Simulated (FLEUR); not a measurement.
A run of FLEUR MaX-R8.1 (later development tree) is set up as follows.

Contents of inp.xml:

```xml
<?xml version="1.0" encoding="UTF-8" standalone="no"?>
<fleurInput fleurInputVersion="0.39">
   <comment>
      Nb                                                                                                  
   </comment>
   <calculationSetup>
      <cutoffs Kmax="3.5" Gmax="17.5" GmaxXC="17.5" numbands="0"/>
      <scfLoop itmax="100" minDistance="0.0002" maxIterBroyd="50" imix="Anderson" alpha="0.05" precondParam="0.0" spinf="2.0" sdNocoIR="T"/>
      <coreElectrons ctail="T" frcor="F" kcrel="0" coretail_lmax="0"/>
      <xcFunctional name="pz" relativisticCorrections="F"/>
      <magnetism jspins="2"/>
      <soc l_soc="F" theta="0.0" phi="0.0" spav="F"/>
      <expertModes spex="0" secvar="F"/>
      <geometryOptimization l_f="F" forcealpha="1.0" forcemix="BFGS" epsdisp="0.00001" epsforce="0.00001"/>
      <ldaU l_linMix="F" mixParam="0.05" spinf="1.0"/>
   </calculationSetup>
   <cell>
      <bzIntegration valenceElectrons="13.0" mode="gauss" fermiSmearingEnergy="0.00367493">
         <kPointListSelection listName="default-1"/>
         <!-- k-points included here -->
         <xi:include xmlns:xi="http://www.w3.org/2001/XInclude" href="kpts.xml"> </xi:include>
      </bzIntegration>
      <!-- symmetry operations included here -->
      <xi:include xmlns:xi="http://www.w3.org/2001/XInclude" href="sym.xml"> </xi:include>
      <bulkLattice scale="1.0">
         <bravaisMatrix>
            <row-1>    0.0204619544771688     3.9908143367842608     3.9387599409560292</row-1>
            <row-2>    4.0603940526920326    -0.0189671811126102     3.9781890765458074</row-2>
            <row-3>    4.0289490099786889     3.9987984296606958     0.0124778616007338</row-3>
         </bravaisMatrix>
      </bulkLattice>
   </cell>
   <atomSpecies>
      <species name="Niobium (N.500" element="Nb" atomicNumber="41">
         <mtSphere radius="2.6" gridPoints="859" logIncrement="0.015"/>
         <atomicCutoffs lmax="9" lnonsphr="7"/>
         <electronConfig flipSpins="F">
            <coreConfig>(1s1/2) (2s1/2) (2p1/2) (2p3/2) (3s1/2) (3p1/2) (3p3/2) (3d3/2) (3d5/2)</coreConfig>
            <valenceConfig>(4s1/2) (4p1/2) (4p3/2) (5s1/2) (4d3/2) (4d5/2)</valenceConfig>
            <stateOccupation state="(5s1/2)" spinUp="0.5" spinDown="0.5"/>
            <stateOccupation state="(4d3/2)" spinUp="0.8" spinDown="0.8"/>
            <stateOccupation state="(4d5/2)" spinUp="1.45" spinDown="0.95"/>
         </electronConfig>
         <energyParameters s="5" p="5" d="4" f="4"/>
         <ldaU l="2" U="2" J="0.0" l_amf="F"/>
         <lo type="SCLO" l="0" n="4" eDeriv="0"/>
         <lo type="SCLO" l="1" n="4" eDeriv="0"/>
         <lo type="SCLO" l="1" n="4" eDeriv="1"/>
         <lo type="SCLO" l="3" n="4" eDeriv="2"/>
      </species>
   </atomSpecies>
   <atomGroups>
      <atomGroup species="Niobium (N.500">
         <relPos label="                   1">.0000000000 .0000000000 .0000000000</relPos>
         <force calculate="T" relaxXYZ="TTT"/>
      </atomGroup>
   </atomGroups>
   <output dos="F" band="F" slice="F">
      <checks vchk="F" cdinf="F"/>
      <bandDOS minEnergy="-.5*Htr" maxEnergy="0.5*Htr" sigma="0.015" storeEVData="T"/>
      <vacuumDOS vacdos="F" integ="F" star="F" nstars="0" locx1="0.0" locy1="0.0" locx2="0.0" locy2="0.0" nstm="0" tworkf="0.0"/>
      <unfoldingBand unfoldBand="F" supercellX="1" supercellY="1" supercellZ="1"/>
      <plotting iplot="0" polar="F">
         <plot TwoD="T" vec1="  1.0  0.0  0.0" vec2="  0.0  1.0  0.0" vec3="  0.0  0.0  1.0" zero="  0.0  0.0  0.0" file="plot"/>
      </plotting>
      <chargeDensitySlicing numkpt="0" minEigenval="0.0" maxEigenval="0.0" nnne="0" pallst="F"/>
      <specialOutput eonly="F"/>
      <moessbauerParams electricFieldGradient="T" isomerShift="T" coreHyperfine="T" valenceHyperfine="T"/>
      <magneticCircularDichroism mcd="F" energyLo="-10.0" energyUp="0.0"/>
   </output>
  <!-- We include the file relax.xml here to enable relaxations (see documentation) -->
  <xi:include xmlns:xi="http://www.w3.org/2001/XInclude" href="relax.xml"> <xi:fallback/> </xi:include>
</fleurInput>
```

File crystal.txt:

```
Nb
&input cartesian=F /
0.0108280000  2.1118480000  2.0843020000
2.1486680000  -0.0100370000  2.1051670000
2.1320280000  2.1160730000  0.0066030000
1.8897261246
1.0 1.0 1.0

1
41 0.0107420000  -0.0100610000  0.0028150000 : 0.500

&kpt div1=7 div2=7 div3=7 gamma=T /
```

File inp.xml (bands):

```
<?xml version="1.0" encoding="UTF-8" standalone="no"?>
<fleurInput fleurInputVersion="0.39">
   <comment>
      Nb                                                                                                  
   </comment>
   <calculationSetup>
      <cutoffs Kmax="3.5" Gmax="17.5" GmaxXC="17.5" numbands="0"/>
      <scfLoop itmax="100" minDistance="0.0002" maxIterBroyd="50" imix="Anderson" alpha="0.05" precondParam="0.0" spinf="2.0" sdNocoIR="T"/>
      <coreElectrons ctail="T" frcor="F" kcrel="0" coretail_lmax="0"/>
      <xcFunctional name="pz" relativisticCorrections="F"/>
      <magnetism jspins="2"/>
      <soc l_soc="F" theta="0.0" phi="0.0" spav="F"/>
      <expertModes spex="0" secvar="F"/>
      <geometryOptimization l_f="F" forcealpha="1.0" forcemix="BFGS" epsdisp="0.00001" epsforce="0.00001"/>
      <ldaU l_linMix="F" mixParam="0.05" spinf="1.0"/>
   </calculationSetup>
   <cell>
      <bzIntegration valenceElectrons="13.0" mode="gauss" fermiSmearingEnergy="0.00367493">
         <kPointListSelection listName="path-1"/>
         <!-- k-points included here -->
         <xi:include xmlns:xi="http://www.w3.org/2001/XInclude" href="kpts.xml"> </xi:include>
      </bzIntegration>
      <!-- symmetry operations included here -->
      <xi:include xmlns:xi="http://www.w3.org/2001/XInclude" href="sym.xml"> </xi:include>
      <bulkLattice scale="1.0">
         <bravaisMatrix>
            <row-1>    0.0204619544771688     3.9908143367842608     3.9387599409560292</row-1>
            <row-2>    4.0603940526920326    -0.0189671811126102     3.9781890765458074</row-2>
            <row-3>    4.0289490099786889     3.9987984296606958     0.0124778616007338</row-3>
         </bravaisMatrix>
      </bulkLattice>
   </cell>
   <atomSpecies>
      <species name="Niobium (N.500" element="Nb" atomicNumber="41">
         <mtSphere radius="2.6" gridPoints="859" logIncrement="0.015"/>
         <atomicCutoffs lmax="9" lnonsphr="7"/>
         <electronConfig flipSpins="F">
            <coreConfig>(1s1/2) (2s1/2) (2p1/2) (2p3/2) (3s1/2) (3p1/2) (3p3/2) (3d3/2) (3d5/2)</coreConfig>
            <valenceConfig>(4s1/2) (4p1/2) (4p3/2) (5s1/2) (4d3/2) (4d5/2)</valenceConfig>
            <stateOccupation state="(5s1/2)" spinUp="0.5" spinDown="0.5"/>
            <stateOccupation state="(4d3/2)" spinUp="0.8" spinDown="0.8"/>
            <stateOccupation state="(4d5/2)" spinUp="1.45" spinDown="0.95"/>
         </electronConfig>
         <energyParameters s="5" p="5" d="4" f="4"/>
         <ldaU l="2" U="2" J="0.0" l_amf="F"/>
         <lo type="SCLO" l="0" n="4" eDeriv="0"/>
         <lo type="SCLO" l="1" n="4" eDeriv="0"/>
         <lo type="SCLO" l="1" n="4" eDeriv="1"/>
         <lo type="SCLO" l="3" n="4" eDeriv="2"/>
      </species>
   </atomSpecies>
   <atomGroups>
      <atomGroup species="Niobium (N.500">
         <relPos label="                   1">.0000000000 .0000000000 .0000000000</relPos>
         <force calculate="T" relaxXYZ="TTT"/>
      </atomGroup>
   </atomGroups>
   <output dos="F" band="T" slice="F">
      <checks vchk="F" cdinf="F"/>
      <bandDOS minEnergy="-.5*Htr" maxEnergy="0.5*Htr" sigma="0.015" storeEVData="T"/>
      <vacuumDOS vacdos="F" integ="F" star="F" nstars="0" locx1="0.0" locy1="0.0" locx2="0.0" locy2="0.0" nstm="0" tworkf="0.0"/>
      <unfoldingBand unfoldBand="F" supercellX="1" supercellY="1" supercellZ="1"/>
      <plotting iplot="0" polar="F">
         <plot TwoD="T" vec1="  1.0  0.0  0.0" vec2="  0.0  1.0  0.0" vec3="  0.0  0.0  1.0" zero="  0.0  0.0  0.0" file="plot"/>
      </plotting>
      <chargeDensitySlicing numkpt="0" minEigenval="0.0" maxEigenval="0.0" nnne="0" pallst="F"/>
      <specialOutput eonly="F"/>
      <moessbauerParams electricFieldGradient="T" isomerShift="T" coreHyperfine="T" valenceHyperfine="T"/>
      <magneticCircularDichroism mcd="F" energyLo="-10.0" energyUp="0.0"/>
   </output>
  <!-- We include the file relax.xml here to enable relaxations (see documentation) -->
  <xi:include xmlns:xi="http://www.w3.org/2001/XInclude" href="relax.xml"> <xi:fallback/> </xi:include>
</fleurInput>
```

Potentials or basis: all-electron, FLAPW.

Run with:

```sh
$ inpgen -f crystal.txt -profile veryFastHighL
$ # inp.xml edited to the form shown
$ fleur_MPI
$ fleur_MPI   # second run, on inp.xml (bands)
```

**Question.** Predict the band gap along the path.

**Answer.** None (metal or under the smearing width).

**Question.** Estimate the net moment.

**Answer.** 0.00 μB per cell.

Levels at the corners of the path, in eV from the Fermi level:
Spin up:
| point | band 3 | band 4 | band 5 | band 6 | band 7 | band 8 | band 9 | band 10 |
| --- | --- | --- | --- | --- | --- | --- | --- | --- |
| X | -30.67 | -30.64 | -3.92 | -0.19 | 0.13 | 1.10 | 4.59 | 4.78 |
| Γ | -30.51 | -30.49 | -6.46 | -0.08 | 0.06 | 0.27 | 2.65 | 2.95 |
| Y | -30.66 | -30.62 | -3.93 | -0.16 | 0.16 | 1.02 | 4.62 | 4.71 |
| L | -30.95 | -30.89 | -4.00 | -3.31 | 3.25 | 4.75 | 5.10 | 5.31 |
| Γ | -30.51 | -30.49 | -6.46 | -0.08 | 0.06 | 0.27 | 2.65 | 2.95 |
| Z | -30.69 | -30.65 | -3.92 | -0.23 | 0.14 | 1.16 | 4.63 | 4.77 |
| N | -30.95 | -30.94 | -4.00 | -3.33 | 3.48 | 4.72 | 5.17 | 5.25 |
| Γ | -30.51 | -30.49 | -6.46 | -0.08 | 0.06 | 0.27 | 2.65 | 2.95 |
| M | -30.92 | -30.88 | -4.01 | -3.30 | 3.12 | 4.76 | 5.14 | 5.28 |
| R | -30.69 | -30.66 | -3.92 | -0.14 | 0.03 | 1.20 | 4.60 | 4.82 |
| Γ | -30.51 | -30.49 | -6.46 | -0.08 | 0.06 | 0.27 | 2.65 | 2.95 |
Spin down:
```
point  band 3  band 4  band 5  band 6  band 7  band 8  band 9  band 10
    X  -30.67  -30.64   -3.92   -0.19    0.13    1.10    4.59     4.78
    Γ  -30.51  -30.49   -6.46   -0.08    0.06    0.27    2.65     2.95
    Y  -30.66  -30.62   -3.93   -0.16    0.16    1.02    4.62     4.71
    L  -30.95  -30.89   -4.00   -3.31    3.25    4.75    5.10     5.31
    Γ  -30.51  -30.49   -6.46   -0.08    0.06    0.27    2.65     2.95
    Z  -30.69  -30.65   -3.92   -0.23    0.14    1.16    4.63     4.77
    N  -30.95  -30.94   -4.00   -3.33    3.48    4.72    5.17     5.25
    Γ  -30.51  -30.49   -6.46   -0.08    0.06    0.27    2.65     2.95
    M  -30.92  -30.88   -4.01   -3.30    3.12    4.76    5.14     5.28
    R  -30.69  -30.66   -3.92   -0.14    0.03    1.20    4.60     4.82
    Γ  -30.51  -30.49   -6.46   -0.08    0.06    0.27    2.65     2.95
```

Caveat: the k mesh is coarse (spacing up to 0.37 Å⁻¹), so the values aren't converged; with Gaussian smearing the program prints no entropy term, so the energy of a metal isn't a free energy; the U is typed as a test and isn't derived for this compound. The state reached can hang on the start; a lower one may exist.
